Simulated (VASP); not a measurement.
# AgBr (Fm-3m) in VASP: further runs

Runs on AgBr. Level: PBEsol. Tasks: relaxation of cell and atoms.

All numbers are computed with VASP 6.6.1; they aren't measurements. Logs are shortened: lines on timing, memory, paths and dates and some standing lists are left out, and cuts for length are marked.

## Step 1: Starting point

The structure is cubic, space group Fm-3m (No. 225). The conventional cell has a = 5.740 Å, b = 5.740 Å, c = 5.740 Å, α = 90.00°, β = 90.00°, γ = 90.00°. Around Ag (site symmetry m-3m) lie 6 Br at 2.87 Å. Br (site symmetry m-3m) is surrounded by 6 Ag at 2.87 Å.

## Step 2: Relaxation of cell and atoms, PBEsol

File INCAR:

```
ALGO = Normal
EDIFF = 1E-6
EDIFFG = -0.01
ENCUT = 600
GGA = PS
IBRION = 2
ISIF = 3
ISMEAR = 0
LASPH = True
LCHARG = False
LREAL = False
LWAVE = False
NELM = 80
NSW = 90
PREC = Accurate
SIGMA = 0.03
```

File KPOINTS:

```
k-points
0
Gamma
  8 8 8
```

File POSCAR:

```
AgBr
1.0
    0.0000000000      2.8701500000      2.8701500000
    2.8701500000      0.0000000000      2.8701500000
    2.8701500000      2.8701500000      0.0000000000
Ag Br
1 1
Direct
    0.0000000000      0.0000000000      0.0000000000
    0.5000000000      0.5000000000      0.5000000000
```

Potentials or basis: VASP PAW PBE potentials, release 64 (Ag, Br).

Run with:

```
$ cat potpaw_PBE.64/Ag/POTCAR potpaw_PBE.64/Br/POTCAR > POTCAR
$ mpirun -np 1 vasp_std > vasp.out
```

OUTCAR:

```text
EDIFF = 1E-6
   EDIFFG = -0.01
   ENCUT = 600
   GGA = PS
   IBRION = 2
   ISIF = 3
   ISMEAR = 0
   LASPH = True
   LREAL = False
   NELM = 80
   NSW = 90
   PREC = Accurate

 ion  position               nearest neighbor table
   1  0.000  0.000  0.000-   2 2.87   2 2.87   2 2.87   2 2.87   2 2.87   2 2.87
   2  0.500  0.500  0.500-   1 2.87   1 2.87   1 2.87   1 2.87   1 2.87   1 2.87

  LATTYP: Found a face centered cubic cell.
 ALAT       =     5.7403000000

  Lattice vectors:

 A1 = (   0.0000000000,   2.8701500000,   2.8701500000)
 A2 = (   2.8701500000,   0.0000000000,   2.8701500000)
 A3 = (   2.8701500000,   2.8701500000,   0.0000000000)

Analysis of symmetry for initial positions (statically):
=====================================================================
 Subroutine PRICEL returns:
 Original cell was already a primitive cell.

 Routine SETGRP: Setting up the symmetry group for a
 face centered cubic supercell.

 Subroutine GETGRP returns: Found 48 space group operations
 (whereof 48 operations were pure point group operations)
 out of a pool of 48 trial point group operations.

The static configuration has the point symmetry O_h .

Analysis of symmetry for dynamics (positions and initial velocities):
=====================================================================
 Subroutine PRICEL returns:
 Original cell was already a primitive cell.

 Routine SETGRP: Setting up the symmetry group for a
 face centered cubic supercell.

 Subroutine GETGRP returns: Found 48 space group operations
 (whereof 48 operations were pure point group operations)
 out of a pool of 48 trial point group operations.

The dynamic configuration has the point symmetry O_h .

 Subroutine INISYM returns: Found 48 space group operations
 (whereof 48 operations are pure point group operations),
 and found     1 'primitive' translations

----------------------------------------------------------------------------------------

                                     Primitive cell

  volume of cell :      47.2872

  direct lattice vectors                    reciprocal lattice vectors
     0.000000000  2.870150000  2.870150000    -0.174206923  0.174206923  0.174206923
     2.870150000  0.000000000  2.870150000     0.174206923 -0.174206923  0.174206923
     2.870150000  2.870150000  0.000000000     0.174206923  0.174206923 -0.174206923

  length of vectors
[... 146 lines left out ...]
  energy-cutoff  :      600.00
  volume of cell :       47.29
      direct lattice vectors                 reciprocal lattice vectors
     0.000000000  2.870150000  2.870150000    -0.174206923  0.174206923  0.174206923
     2.870150000  0.000000000  2.870150000     0.174206923 -0.174206923  0.174206923
     2.870150000  2.870150000  0.000000000     0.174206923  0.174206923 -0.174206923

 POSITION                                       TOTAL-FORCE (eV/Angst)
 -----------------------------------------------------------------------------------
      0.00000      0.00000      0.00000         0.000000     -0.000000     -0.000000
      2.87015      2.87015      2.87015         0.000000      0.000000      0.000000
 -----------------------------------------------------------------------------------
    total drift:                                0.000000     -0.000000     -0.000000

  FREE ENERGIE OF THE ION-ELECTRON SYSTEM (eV)
  ---------------------------------------------------
  free  energy   TOTEN  =        -5.6899442352 eV

  energy  without entropy=       -5.6899442352  energy(sigma->0) =       -5.68994424

--------------------------------------- Ionic step        2  -------------------------------------------

 number of electron      18.0000002 magnetization

 Free energy of the ion-electron system (eV)
  ---------------------------------------------------
  ext. energy  EPLUGINS =         0.00000000
  ---------------------------------------------------
  free energy    TOTEN  =        -5.69901813 eV

  energy without entropy =       -5.69901813  energy(sigma->0) =       -5.69901813

 E-fermi :   4.1584     XC(G=0): -10.2726

 val. band max:        3.9560137885   @ k =   0.5000   0.0000   0.0000
 cond. band min:       4.4541171296   @ k =   0.0000   0.0000   0.0000
 fundamental gap:      0.4981033411
 Fermi energy:         4.1583622435

 k-point     1 :       0.0000    0.0000    0.0000
  band No.  band energies     occupation
      1     -11.4009      2.00000
      2       0.9683      2.00000
      3       0.9683      2.00000
      4       0.9683      2.00000
      5       0.9686      2.00000
      6       0.9686      2.00000
      7       1.8734      2.00000
      8       1.8734      2.00000
      9       1.8734      2.00000
     10       4.4541      0.00000
     11      13.7565      0.00000
     12      13.7565      0.00000
     13      13.7565      0.00000
[... 354 lines left out ...]
  band No.  band energies     occupation
      1     -10.8585      2.00000
      2      -1.2488      2.00000
      3      -0.4192      2.00000
      4      -0.3705      2.00000
      5       1.2586      2.00000
      6       1.3201      2.00000
      7       1.6169      2.00000
      8       2.6620      2.00000
      9       3.2778      2.00000
     10       8.3984      0.00000
     11       8.9856      0.00000
     12      11.6626      0.00000
     13      11.7923      0.00000

 [... further k-points ...]
[... 5 lines left out ...]
  --------------------------------------------------------------------------------------
  -------------------------------------------------------------------------------------
  Total        0.0137896      0.0137896      0.0137896      0.0000000     -0.0000000     -0.0000000
  in kB        0.4845176      0.4845176      0.4845176      0.0000000     -0.0000000     -0.0000000
  external PRESSURE =       0.4845176 kB  Pullay stress =       0.0000000 kB

 VOLUME and BASIS-vectors are now :
 -----------------------------------------------------------------------------
  energy-cutoff  :      600.00
  volume of cell :       45.60
      direct lattice vectors                 reciprocal lattice vectors
    -0.000000000  2.835570078  2.835570078    -0.176331385  0.176331385  0.176331385
     2.835570078  0.000000000  2.835570078     0.176331385 -0.176331385  0.176331385
     2.835570078  2.835570078 -0.000000000     0.176331385  0.176331385 -0.176331385

 POSITION                                       TOTAL-FORCE (eV/Angst)
 -----------------------------------------------------------------------------------
      2.83557      2.83557      5.67114         0.000000     -0.000000     -0.000000
      2.83557      2.83557      2.83557        -0.000000      0.000000      0.000000
 -----------------------------------------------------------------------------------
    total drift:                               -0.000000     -0.000000     -0.000000

  FREE ENERGIE OF THE ION-ELECTRON SYSTEM (eV)
  ---------------------------------------------------
  free  energy   TOTEN  =        -5.6990181295 eV

  energy  without entropy=       -5.6990181295  energy(sigma->0) =       -5.69901813

 reached required accuracy - stopping structural energy minimisation
```

Run time: 25 s. Hardware: 1 thread of Intel Xeon Platinum 8259CL at 2.50GHz (Skylake/Cascade Lake), shared host; peak memory 0.19 GiB.

Results:

```yaml
Free_energy: -5.6990 eV
Relaxed_volume: 22.80 Å³/atom
Relaxed_cell: a = 4.010 Å, b = 4.010 Å, c = 4.010 Å, α = 60.00°, β = 60.00°, γ = 60.00°
Space_group_after_relaxing_to_0.05_Å: Fm-3m (No. 225)
Energy_gained_by_relaxing: 4.5 meV/atom
Ionic_steps: 2
Pressure_after_relaxing: 0.0 GPa
Band_gap_on_the_k_mesh: 0.50 eV, indirect (least direct gap 2.58 eV)
```

The path:
| step | energy change (eV) | largest force (eV/Å) | pressure (GPa) | volume (Å³) |
| --- | --- | --- | --- | --- |
| 1 | 0.0000 | 0.0000 | -1.69 | 47.29 |
| 2 | -0.0091 | 0.0000 | 0.05 | 45.60 |

Final structure:
```
Ag Br
1.0
     0.00000    2.83557    2.83557
     2.83557    0.00000    2.83557
     2.83557    2.83557    0.00000
Ag Br
1 1
Cartesian
  2.8356 2.8356 5.6711
  2.8356 2.8356 2.8356
```

Levels at points of the mesh, in eV from the valence-band top:
```tsv
k point	band 6	band 7	band 8	band 9	band 10	band 11	band 12	band 13
(0.00, 0.00, 0.00)	-2.99	-2.08	-2.08	-2.08	0.50	9.80	9.80	9.80
(0.50, 0.00, 0.00)	-2.64	-2.28	0.00	0.00	3.44	6.56	6.56	6.73
(0.50, 0.50, 0.00)	-2.81	-2.53	-2.53	-2.40	1.39	6.84	9.05	11.08
```

Caveat: the PAW data sets were made with another functional, which shifts forces and pressure a little. A k mesh can miss the band edges.

## Step 3: Relaxation of cell and atoms, PBEsol

This run uses another cell than the first one, of 22.80 Å³/atom, 0.964 times its volume.

INCAR, as its differences from that of step 2:

```diff
@@ -1,4 +1,4 @@
 ALGO = Normal
-EDIFF = 1E-6
-EDIFFG = -0.01
+EDIFF = 1E-7
+EDIFFG = -0.005
 ENCUT = 600
```

KPOINTS is that of step 2.

File POSCAR:

```
AgBr                                    
1.0
   -0.0000000000      2.8355700778      2.8355700778
    2.8355700778      0.0000000000      2.8355700778
    2.8355700778      2.8355700778     -0.0000000000
  Ag              Br            
     1     1
Direct
     1.0000000000000000    1.0000000000000000    0.0000000000000000
     0.5000000000000000    0.5000000000000000    0.5000000000000000
```

Potentials or basis: VASP PAW PBE potentials, release 64 (Ag, Br).

Run with:

```
$ cat potpaw_PBE.64/Ag/POTCAR potpaw_PBE.64/Br/POTCAR > POTCAR
$ mpirun -np 1 vasp_std > vasp.out
```

Wall time 27 s (1 thread of Intel Xeon Platinum 8259CL at 2.50GHz (Skylake/Cascade Lake), shared host); peak memory 0.19 GiB.

It converged, with:

```yaml
Free_energy: -5.6986 eV
Relaxed_volume: 22.82 Å³/atom
Relaxed_cell: a = 4.011 Å, b = 4.011 Å, c = 4.011 Å, α = 60.00°, β = 60.00°, γ = 60.00°
Space_group_after_relaxing_to_0.05_Å: Fm-3m (No. 225)
Energy_gained_by_relaxing: 0.0 meV/atom
Ionic_steps: 2
Pressure_after_relaxing: 0.0 GPa
Band_gap_on_the_k_mesh: 0.50 eV, indirect (least direct gap 2.58 eV)
```

Final structure:
```
Ag Br
1.0
     0.00000    2.83633    2.83633
     2.83633    0.00000    2.83633
     2.83633    2.83633    0.00000
Ag Br
1 1
Cartesian
  2.8363 5.6727 2.8363
  2.8363 2.8363 2.8363
```

Levels at points of the mesh, in eV from the valence-band top:
```
           k point  band 5  band 6  band 7  band 8  band 9  band 10  band 11  band 12  band 13
(0.00, 0.00, 0.00)   -2.98   -2.98   -2.08   -2.08   -2.08     0.50     9.80     9.80     9.80
(0.50, 0.00, 0.00)   -2.64   -2.64   -2.28    0.00    0.00     3.44     6.56     6.56     6.73
(0.50, 0.50, 0.00)   -3.06   -2.80   -2.52   -2.52   -2.40     1.39     6.84     9.05    11.08
```

Caveat: the PAW data sets were made with another functional, which shifts forces and pressure a little.

## Step 4: Relaxation of cell and atoms, PBEsol

File INCAR:

```
SYSTEM = AgBr
ALGO = Normal ; EDIFF = 1E-6
EDIFFG = -0.01 ; ENCUT = 600
GGA = PS ; IBRION = 2
ISIF = 3 ; ISMEAR = 0
LASPH = .TRUE. ; LCHARG = .FALSE.
LREAL = .FALSE. ; LWAVE = .FALSE.
NELM = 80 ; NSW = 90
PREC = Accurate ; SIGMA = 0.03
```

File KPOINTS:

```
k-points
0
G
  8 8 8
  0 0 0
```

File POSCAR:

```
AgBr
1.0
    0.0000000000      2.8701500000      2.8701500000
    2.8701500000      0.0000000000      2.8701500000
    2.8701500000      2.8701500000      0.0000000000
Ag Br
1 1
Direct
    0.0000000000      0.0000000000      0.0000000000
    0.5000000000      0.5000000000      0.5000000000
```

Run with:

```
$ cat potpaw_PBE.64/Ag/POTCAR potpaw_PBE.64/Br/POTCAR > POTCAR
$ mpirun -np 1 vasp_std > vasp.out
```

Run time: 11 s. Hardware: 1 thread of Intel Xeon 6975P-C (Granite Rapids), shared host; peak memory 0.19 GiB.

Results (log left out):

| Quantity | Value |
| --- | --- |
| Free energy | -5.6990 eV |
| Relaxed volume | 22.80 Å³/atom |
| Relaxed cell | a = 4.010 Å, b = 4.010 Å, c = 4.010 Å, α = 60.00°, β = 60.00°, γ = 60.00° |
| Space group after relaxing (to 0.05 Å) | Fm-3m (No. 225) |
| Energy gained by relaxing | 4.5 meV/atom |
| Ionic steps | 2 |
| Pressure after relaxing | 0.0 GPa |
| Band gap on the k mesh | 0.50 eV, indirect (least direct gap 2.58 eV) |

The path:
| step | energy change (eV) | largest force (eV/Å) | pressure (GPa) | volume (Å³) |
| --- | --- | --- | --- | --- |
| 1 | 0.0000 | 0.0000 | -1.69 | 47.29 |
| 2 | -0.0091 | 0.0000 | 0.05 | 45.60 |

Final structure:
```yaml
crystal:
  lattice:
    - [0.00000, 2.83557, 2.83557]
    - [2.83557, 0.00000, 2.83557]
    - [2.83557, 2.83557, 0.00000]
  atoms:
    - { symbol: Ag, position: [0.00000, 0.00000, 0.00000] }
    - { symbol: Br, position: [0.50000, 0.50000, 0.50000] }
```

Levels at points of the mesh, in eV from the valence-band top:
```tsv
k point	band 7	band 8	band 9	band 10	band 11	band 12
(0.00, 0.00, 0.00)	-2.08	-2.08	-2.08	0.50	9.80	9.80
(0.50, 0.00, 0.00)	-2.28	0.00	0.00	3.44	6.56	6.56
(0.50, 0.50, 0.00)	-2.53	-2.53	-2.40	1.39	6.84	9.05
```

Caveat: the PAW data sets were made with another functional, which shifts forces and pressure a little.

## Step 5: Relaxation of cell and atoms, PBEsol

This run uses another cell than the first one, of 22.80 Å³/atom, 0.964 times its volume.

INCAR, as its differences from that of step 4:

```diff
@@ -1,4 +1,4 @@
 SYSTEM = AgBr
-ALGO = Normal ; EDIFF = 1E-6
-EDIFFG = -0.01 ; ENCUT = 600
+ALGO = Normal ; EDIFF = 1E-7
+EDIFFG = -0.005 ; ENCUT = 600
 GGA = PS ; IBRION = 2
```

KPOINTS is that of step 4.

File POSCAR:

```
AgBr                                    
1.0
   -0.0000000000      2.8355700778      2.8355700778
    2.8355700778      0.0000000000      2.8355700778
    2.8355700778      2.8355700778     -0.0000000000
  Ag              Br            
     1     1
Direct
     1.0000000000000000    1.0000000000000000    0.0000000000000000
     0.5000000000000000    0.5000000000000000    0.5000000000000000
```

Run with:

```
$ cat potpaw_PBE.64/Ag/POTCAR potpaw_PBE.64/Br/POTCAR > POTCAR
$ mpirun -np 1 vasp_std > vasp.out
```

Run time: 10 s. Hardware: 1 thread of Intel Xeon 6975P-C (Granite Rapids), shared host; peak memory 0.19 GiB.

It converged, with:

| Item | Value |
| --- | --- |
| Free energy | -5.6986 eV |
| Relaxed volume | 22.82 Å³/atom |
| Relaxed cell | a = 4.011 Å, b = 4.011 Å, c = 4.011 Å, α = 60.00°, β = 60.00°, γ = 60.00° |
| Space group after relaxing (to 0.05 Å) | Fm-3m (No. 225) |
| Energy gained by relaxing | 0.0 meV/atom |
| Ionic steps | 2 |
| Pressure after relaxing | 0.0 GPa |
| Band gap on the k mesh | 0.50 eV, indirect (least direct gap 2.58 eV) |

Final structure:
```cif
data_structure
_symmetry_space_group_name_H-M 'P 1'
_symmetry_Int_Tables_number 1
_cell_length_a 4.0112
_cell_length_b 4.0112
_cell_length_c 4.0112
_cell_angle_alpha 60.000
_cell_angle_beta 60.000
_cell_angle_gamma 60.000
_cell_volume 45.64
loop_
_atom_site_label
_atom_site_type_symbol
_atom_site_fract_x
_atom_site_fract_y
_atom_site_fract_z
_atom_site_occupancy
Ag1 Ag 0.00000 0.00000 0.00000 1
Br1 Br 0.50000 0.50000 0.50000 1
```

Levels at points of the mesh, in eV from the valence-band top:
| k point | band 5 | band 6 | band 7 | band 8 | band 9 | band 10 | band 11 | band 12 | band 13 |
| --- | --- | --- | --- | --- | --- | --- | --- | --- | --- |
| (0.00, 0.00, 0.00) | -2.98 | -2.98 | -2.08 | -2.08 | -2.08 | 0.50 | 9.80 | 9.80 | 9.80 |
| (0.50, 0.00, 0.00) | -2.64 | -2.64 | -2.28 | 0.00 | 0.00 | 3.44 | 6.56 | 6.56 | 6.73 |
| (0.50, 0.50, 0.00) | -3.06 | -2.80 | -2.52 | -2.52 | -2.40 | 1.39 | 6.84 | 9.05 | 11.08 |

Caveat: the PAW data sets were made with another functional, which shifts forces and pressure a little.
